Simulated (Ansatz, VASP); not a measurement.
# One calculation of Zr, two programs

```
Zr
1.0
     2.70498    0.00000    0.00000
     0.00000    2.70498    0.00000
     0.00000    0.00000    2.70498
Zr
1
Direct
  0.00000 0.00000 0.00000
```

Alike in both runs: functional LDA; k mesh 14 × 14 × 14; occupations fermi-dirac, width 0.1 eV; no spin polarisation.

Ansatz relaxed the structure, and its values are those at the end. VASP's run is a single point on that final structure, the one shown.

```csv
,VASP,Ansatz
version,VASP 6.6.1,Ansatz 0.2.0
potentials or method,"VASP PAW LDA potentials, release 64 (Zr_sv)","PAW with Ansatz's default frozen-core files, scalar-relativistic"
plane-wave cutoff (eV),520,420
valence electrons in the cell,12,12
```

VASP gave:

```
pressure (GPa) : 15.2
```

Task: Estimate Ansatz's values.

Result: Pressure (GPa): 15.0.

Caveats: so large a pressure means that the cell lies far from this level's equilibrium, or that cutoff or potentials fall short (VASP).
